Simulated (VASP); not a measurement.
# MgS (P6_3mc) in VASP: further runs

One crystal, MgS, is run at these levels: HSE(alpha, omega); tasks: single point.

Everything below comes from runs of VASP 6.6.1. Logs are shortened: lines on timing, memory, paths and dates and some standing lists are left out, and cuts for length are marked.

## Step 1: Starting point

It takes space group P6_3mc (No. 186, hexagonal). Conventional cell: a = 4.035 Å, b = 4.035 Å, c = 6.432 Å, α = 90.00°, β = 90.00°, γ = 120.00°. S (site symmetry 3m) has 4 Mg at 2.45 to 2.47 Å as nearest neighbours. Around Mg (site symmetry 3m) lie 4 S at 2.45 to 2.47 Å.

The cell comes from a database or a generator and needn't be the stable form of this composition.

## Step 2: Single point, HSE(alpha, omega)

Contents of POSCAR:

```
MgS
1.0
    4.0346224068      0.0000000000      0.0000000000
   -2.0173112034      3.4940854990      0.0000000000
    0.0000000000      0.0000000000      6.4322941800
S Mg
2 2
Direct
    0.6666666667      0.3333333333      0.8792441500
    0.3333333333      0.6666666667      0.3792441500
    0.3333333333      0.6666666667      0.9957548500
    0.6666666667      0.3333333333      0.4957548500
```

Contents of INCAR.step1:

```
SYSTEM = MgS
ALGO     = Normal         ! electronic algorithm
EDIFF    = 1E-5           ! SCF threshold, eV
ENCUT    = 520            ! plane-wave cutoff, eV
GGA      = PE             ! functional
ISIF     = 2              ! what is computed and relaxed
ISMEAR   = -1             ! smearing method
LASPH    = .True.         ! aspherical terms in the spheres
LCHARG   = .False.        ! write CHGCAR
LREAL    = .False.        ! projectors in reciprocal space
LWAVE    = .True.         ! write WAVECAR
NELM     = 100            ! most SCF steps
PREC     = Accurate       ! precision mode
SIGMA    = 0.05           ! smearing width, eV
```

Contents of INCAR.step2:

```
SYSTEM = MgS
AEXX     = 0.15           ! exact-exchange fraction
ALGO     = Normal         ! electronic algorithm
EDIFF    = 1E-7           ! SCF threshold, eV
ENCUT    = 520            ! plane-wave cutoff, eV
GGA      = PE             ! functional
HFSCREEN = 0.2            ! screening, 1/A
ISIF     = 2              ! what is computed and relaxed
ISMEAR   = -1             ! smearing method
ISTART   = 1            
LASPH    = .True.         ! aspherical terms in the spheres
LCHARG   = .False.        ! write CHGCAR
LHFCALC  = .True.         ! exact exchange
LREAL    = .False.        ! projectors in reciprocal space
LWAVE    = .False.        ! write WAVECAR
NELM     = 100            ! most SCF steps
PREC     = Accurate       ! precision mode
PRECFOCK = Fast         
SIGMA    = 0.05           ! smearing width, eV
```

Contents of KPOINTS:

```
k-points
0
Gamma
  4 4 2
  0 0 0
```

Potentials or basis: VASP PAW PBE potentials, release 64 (S, Mg).

Command:

```
cat potpaw_PBE.64/S/POTCAR potpaw_PBE.64/Mg/POTCAR > POTCAR
cp INCAR.step1 INCAR
mpirun -np 1 vasp_std > vasp.out
cp INCAR.step2 INCAR
mpirun -np 1 vasp_std > vasp.out
```

OUTCAR:

```text
SYSTEM = MgS
   AEXX = 0.15
   EDIFF = 1E-7
   ENCUT = 520
   GGA = PE
   HFSCREEN = 0.2
   ISIF = 2
   ISMEAR = -1
   ISTART = 1
   LASPH = .True.
   LHFCALC = .True.
   LREAL = .False.
   NELM = 100
   PREC = Accurate
   PRECFOCK = Fast

 ion  position               nearest neighbor table
   1  0.667  0.333  0.879-   3 2.45   3 2.45   3 2.45   4 2.47
   2  0.333  0.667  0.379-   4 2.45   4 2.45   4 2.45   3 2.47
   3  0.333  0.667  0.996-   1 2.45   1 2.45   1 2.45   2 2.47
   4  0.667  0.333  0.496-   2 2.45   2 2.45   2 2.45   1 2.47

  LATTYP: Found a hexagonal cell.
 ALAT       =     4.0346224068
 C/A-ratio  =     1.5942741430

  Lattice vectors:

 A1 = (   4.0346224068,   0.0000000000,   0.0000000000)
 A2 = (  -2.0173112034,   3.4940854990,   0.0000000000)
 A3 = (   0.0000000000,   0.0000000000,   6.4322941800)

Analysis of symmetry for initial positions (statically):
=====================================================================
 Subroutine PRICEL returns:
 Original cell was already a primitive cell.

 Routine SETGRP: Setting up the symmetry group for a
 hexagonal supercell.

 Subroutine GETGRP returns: Found 12 space group operations
 (whereof  6 operations were pure point group operations)
 out of a pool of 24 trial point group operations.

The static configuration has the point symmetry C_3v.
 The point group associated with its full space group is C_6v.

Analysis of symmetry for dynamics (positions and initial velocities):
=====================================================================
 Subroutine PRICEL returns:
 Original cell was already a primitive cell.

 Routine SETGRP: Setting up the symmetry group for a
 hexagonal supercell.

 Subroutine GETGRP returns: Found 12 space group operations
 (whereof  6 operations were pure point group operations)
 out of a pool of 24 trial point group operations.

The dynamic configuration has the point symmetry C_3v.
 The point group associated with its full space group is C_6v.

 Subroutine INISYM returns: Found 12 space group operations
 (whereof  6 operations are pure point group operations),
 and found     1 'primitive' translations

----------------------------------------------------------------------------------------

                                     Primitive cell

  volume of cell :      90.6781

  direct lattice vectors                    reciprocal lattice vectors
     4.034622407  0.000000000  0.000000000     0.247854669  0.143098960  0.000000000
    -2.017311203  3.494085499  0.000000000     0.000000000  0.286197919  0.000000000
     0.000000000  0.000000000  6.432294180     0.000000000  0.000000000  0.155465526

  length of vectors
     4.034622407  4.034622407  6.432294180     0.286197919  0.286197919  0.155465526

  position of ions in fractional coordinates (direct lattice)
     0.666666667  0.333333333  0.879244150
     0.333333333  0.666666667  0.379244150
     0.333333333  0.666666667  0.995754850
     0.666666667  0.333333333  0.495754850

  ion indices of the primitive-cell ions
   primitive index   ion index
                 1           1
                 2           2
                 3           3
                 4           4

----------------------------------------------------------------------------------------

 KPOINTS: k-points

Automatic generation of k-mesh.
 Grid dimensions read from file:
 generate k-points for:    4    4    2

 Generating k-lattice:

  Cartesian coordinates                     Fractional coordinates (reciprocal lattice)
     0.061963667  0.035774740  0.000000000     0.250000000  0.000000000  0.000000000
     0.000000000  0.071549480  0.000000000     0.000000000  0.250000000  0.000000000
     0.000000000  0.000000000  0.077732763     0.000000000  0.000000000  0.500000000

  Length of vectors
     0.071549480  0.071549480  0.077732763

  Shift w.r.t. Gamma in fractional coordinates (k-lattice)
     0.000000000  0.000000000  0.000000000

 Subroutine IBZKPT returns following result:
 ===========================================

 Found      8 irreducible k-points:

 Following reciprocal coordinates:
            Coordinates               Weight
  0.000000  0.000000  0.000000      1.000000
  0.250000  0.000000  0.000000      6.000000
  0.500000  0.000000  0.000000      3.000000
  0.250000  0.250000  0.000000      6.000000
  0.000000  0.000000  0.500000      1.000000
  0.250000  0.000000  0.500000      6.000000
  0.500000  0.000000  0.500000      3.000000
  0.250000  0.250000  0.500000      6.000000
   k-points           NKPTS =      8   k-points in BZ     NKDIM =     32   number of bands    NBANDS=     12
   number of dos      NEDOS =    301   number of ions     NIONS =      4
   total plane-waves  NPLWV =  43200
   dimension x,y,z NGX =    30 NGY =   30 NGZ =   48
   dimension x,y,z NGXF=    60 NGYF=   60 NGZF=   96
   ions per type =               2   2
   NGX,Y,Z   is equivalent  to a cutoff of  12.36, 12.36, 12.41 a.u.
   NGXF,Y,Z  is equivalent  to a cutoff of  24.72, 24.72, 24.81 a.u.
 SYSTEM =  MgS
   PREC   = accura    normal or accurate (medium, high low for compatibility)
   ISTART =      1    job   : 0-new  1-cont  2-samecut
   ICHARG =      0    charge: 1-file 2-atom 10-const
   ISPIN  =      1    spin polarized calculation?
   LNONCOLLINEAR =      F non collinear calculations
   LSORBIT =      F    spin-orbit coupling
   LASPH  =      T    aspherical Exc in radial PAW
   ENCUT  =  520.0 eV  38.22 Ry    6.18 a.u.   7.50  7.50 11.96*2*pi/ulx,y,z
   NELM   =    100;   NELMIN=  2; NELMDL=  0     # of ELM steps
   EDIFF  = 0.1E-06   stopping-criterion for ELM
   LREAL  =      F    real-space projection
   EDIFFG = 0.1E-05   stopping-criterion for IOM
   NSW    =      0    number of steps for IOM
   IBRION =     -1    ionic relax: 0-MD 1-quasi-New 2-CG
   NFREE  =      0    steps in history (QN), initial steepest desc. (CG)
   ISIF   =      2    stress and relaxation
   ISYM   =      3    0-nonsym 1-usesym 2-fastsym
   POTIM  = 0.5000    time-step for ionic-motion
   TEBEG  =    0.0;   TEEND  =   0.0 temperature during run
   PSTRESS=    0.0 pullay stress
   NELECT =      16.0000    total number of electrons
   NUPDOWN=      -1.0000    fix difference up-down
   EMIN   =  10.00;   EMAX   =-10.00  energy-range for DOS
   EFERMI =   0.00;   METHOD = LEGACY
   ISMEAR =    -1;   SIGMA  =   0.05  broadening in eV -4-tet -1-fermi 0-gaus
   EFERMI_NEDOS =   21; number of points for ismear=-14 and -15
   IALGO  =     38    algorithm
   IMIX   =      1    mixing-type and parameters
     AMIX     =   0.40;   BMIX     =  1.00
     AMIX_MAG =   1.60;   BMIX_MAG =  1.00
  volume/ion in A,a.u.               =      22.67       152.98
  Fermi-wavevector in a.u.,A,eV,Ry     =   0.918221  1.735187 11.471486  0.843130
  Thomas-Fermi vector in A             =   2.043279
   LORBIT       =      0    0 simple, 1 ext, 2 COOP (PROOUT), +10 PAW based schemes
   GGA     = PE    functional components
   LHFCALC =     T    Hartree Fock is set to
   PRECFOCK=fast      Normal, Fast or Accurate (Low or Medium for compatibility)
   ENCUT4O =  -1.0   cutoff for four orbital integrals eV
   NKREDX  =     1    reduce k-point grid by
   NKREDY  =     1    reduce k-point grid by
   NKREDZ  =     1    reduce k-point grid by
   AEXX    =    0.1500 exact exchange contribution
   HFSCREEN=    0.2000 screening length (either q_TF or 0.3 A-1)
   HFSCREENC=   0.2000 screening length for correlation (either q_TF or 0.3 A-1)
   ENCUTFOCK=  -1.0 apply spherical cutoff to Coloumb kernel
   IVDW    =     0    specifies the selected vdW correction
   LEPSILON=     F    determine dielectric tensor
   LRPA    =     F    only Hartree local field effects (RPA)
 non-spin polarized calculation
  energy-cutoff  :      520.00
  volume of cell :       90.68
 maximum number of plane-waves:      2462
 NGX is ok and might be reduce to    30
  NGX = 18; NGY = 18; NGZ = 28

 number of electron      16.0000004 magnetization

 Free energy of the ion-electron system (eV)
  ---------------------------------------------------
  ext. energy  EPLUGINS =         0.00000000
  ---------------------------------------------------
  free energy    TOTEN  =       -18.62977437 eV

  energy without entropy =      -18.62977437  energy(sigma->0) =      -18.62977437

 E-fermi :   1.8060     XC(G=0):  -7.5510

 val. band max:        0.7650173876   @ k =   0.0000   0.0000   0.0000
 cond. band min:       4.8361799713   @ k =   0.0000   0.0000   0.0000
 fundamental gap:      4.0711625837
 Fermi energy:         1.8060157566

 k-point     1 :       0.0000    0.0000    0.0000
  band No.  band energies     occupation
      1     -11.3514      2.00000
      2     -10.5762      2.00000
      3      -2.6270      2.00000
      4       0.1492      2.00000
      5       0.1492      2.00000
      6       0.5957      2.00000
      7       0.5957      2.00000
      8       0.7650      2.00000
      9       4.8362      0.00000
     10       6.0993      0.00000
     11       8.9651      0.00000
     12       8.9651      0.00000

 k-point     2 :       0.2500    0.0000    0.0000
  band No.  band energies     occupation
      1     -11.0547      2.00000
      2     -10.4468      2.00000
      3      -2.1434      2.00000
      4      -1.2760      2.00000
      5      -0.8055      2.00000
      6      -0.2468      2.00000
      7       0.4419      2.00000
      8       0.4784      2.00000
      9       6.3976      0.00000
     10       6.9227      0.00000
     11       8.0622      0.00000
     12       8.7159      0.00000

 k-point     3 :       0.5000    0.0000    0.0000
  band No.  band energies     occupation
      1     -10.6440      2.00000
      2     -10.3864      2.00000
      3      -2.4020      2.00000
      4      -1.8056      2.00000
      5      -1.2156      2.00000
      6      -0.5555      2.00000
      7      -0.2052      2.00000
      8       0.2617      2.00000
      9       6.1126      0.00000
     10       6.6033      0.00000
     11       7.2422      0.00000
     12       8.9684      0.00000

 k-point     4 :       0.2500    0.2500    0.0000
  band No.  band energies     occupation
      1     -10.6585      2.00000
      2     -10.3753      2.00000
      3      -1.8770      2.00000
      4      -1.7802      2.00000
      5      -1.2342      2.00000
      6      -1.0235      2.00000
      7      -0.3250      2.00000
      8      -0.1095      2.00000
      9       6.6123      0.00000
     10       7.9046      0.00000
     11       8.2199      0.00000
     12       8.5044      0.00000

 k-point     5 :       0.0000    0.0000    0.5000
  band No.  band energies     occupation
      1     -10.9955      2.00000
      2     -10.9955      2.00000
      3      -1.2284      2.00000
      4      -1.2284      2.00000
      5       0.3647      2.00000
      6       0.3647      2.00000
      7       0.3647      2.00000
      8       0.3647      2.00000
      9       6.3399      0.00000
     10       6.3399      0.00000
     11       9.1111      0.00000
     12       9.1112      0.00000

 k-point     6 :       0.2500    0.0000    0.5000
  band No.  band energies     occupation
      1     -10.7677      2.00000
      2     -10.7677      2.00000
      3      -1.7006      2.00000
      4      -1.7006      2.00000
      5      -0.1857      2.00000
      6      -0.1857      2.00000
      7       0.0724      2.00000
      8       0.0724      2.00000
      9       6.7739      0.00000
     10       6.7739      0.00000
     11       8.2465      0.00000
     12       8.2465      0.00000

 k-point     7 :       0.5000    0.0000    0.5000
  band No.  band energies     occupation
      1     -10.5123      2.00000
      2     -10.5123      2.00000
      3      -2.5139      2.00000
      4      -2.5139      2.00000
      5      -0.1838      2.00000
      6      -0.1838      2.00000
      7      -0.0815      2.00000
      8      -0.0815      2.00000
      9       6.0337      0.00000
     10       6.0337      0.00000
     11       7.7368      0.00000
     12       7.7368      0.00000

 k-point     8 :       0.2500    0.2500    0.5000
  band No.  band energies     occupation
      1     -10.5152      2.00000
      2     -10.5152      2.00000
      3      -2.2060      2.00000
      4      -2.2060      2.00000
      5      -0.9123      2.00000
      6      -0.9123      2.00000
      7       0.1245      2.00000
      8       0.1245      2.00000
      9       6.9043      0.00000
     10       6.9043      0.00000
     11       8.3261      0.00000
     12       8.3261      0.00000

------------------------ aborting loop because EDIFF is reached ----------------------------------------

  FORCE on cell =-STRESS in cart. coord.  units (eV):
  Direction    XX          YY          ZZ          XY          YZ          ZX
  --------------------------------------------------------------------------------------
  -------------------------------------------------------------------------------------
  Total        0.2329354      0.2329354      0.0369059      0.0000000      0.0000000      0.0000000
  in kB        4.1157008      4.1157008      0.6520849      0.0000000      0.0000000      0.0000000
  external PRESSURE =       2.9611622 kB  Pullay stress =       0.0000000 kB

 VOLUME and BASIS-vectors are now :
 -----------------------------------------------------------------------------
  energy-cutoff  :      520.00
  volume of cell :       90.68
      direct lattice vectors                 reciprocal lattice vectors
     4.034622407  0.000000000  0.000000000     0.247854669  0.143098960  0.000000000
    -2.017311203  3.494085499  0.000000000     0.000000000  0.286197919  0.000000000
     0.000000000  0.000000000  6.432294180     0.000000000  0.000000000  0.155465526

 POSITION                                       TOTAL-FORCE (eV/Angst)
 -----------------------------------------------------------------------------------
      2.01731      1.16470      5.65556        -0.000000      0.000000     -0.049870
     -0.00000      2.32939      2.43941         0.000000     -0.000000     -0.049870
     -0.00000      2.32939      6.40499         0.000000     -0.000000      0.049870
      2.01731      1.16470      3.18884        -0.000000      0.000000      0.049870
 -----------------------------------------------------------------------------------
    total drift:                                0.000000     -0.000000     -0.000069

  FREE ENERGIE OF THE ION-ELECTRON SYSTEM (eV)
  ---------------------------------------------------
  free  energy   TOTEN  =       -18.6297743678 eV

  energy  without entropy=      -18.6297743677  energy(sigma->0) =      -18.62977437
```

Wall time 83 s (1 thread of Intel Xeon Platinum 8488C (Sapphire Rapids), shared host); peak memory 0.29 GiB.

Results:

```
Free energy            : -18.6298 eV
Pressure               : 0.3 GPa
Largest force          : 0.050 eV/Å
Band gap on the k mesh : 4.07 eV, direct
```

Forces in eV/Å, atoms in the order of the input:
```
S    0.000  0.000 -0.050
S    0.000  0.000 -0.050
Mg   0.000  0.000  0.050
Mg   0.000  0.000  0.050
```

Stress tensor (GPa, compression positive):
```
0.41 0.00 0.00
0.00 0.41 0.00
0.00 0.00 0.07
```

Levels at points of the mesh, in eV from the valence-band top:
```tsv
k point	band 6	band 7	band 8	band 9	band 10	band 11
(0.00, 0.00, 0.00)	-0.17	-0.17	0.00	4.07	5.33	8.20
(0.50, 0.00, 0.00)	-1.32	-0.97	-0.50	5.35	5.84	6.48
(0.00, 0.00, 0.50)	-0.40	-0.40	-0.40	5.57	5.57	8.35
(0.50, 0.00, 0.50)	-0.95	-0.85	-0.85	5.27	5.27	6.97
```

Caveat: the k mesh is coarse (spacing up to 0.49 Å⁻¹), so the values aren't converged, least of all with exact exchange; the PAW data sets were made with another functional, which shifts forces and pressure a little.

[end of part 1 of 2]
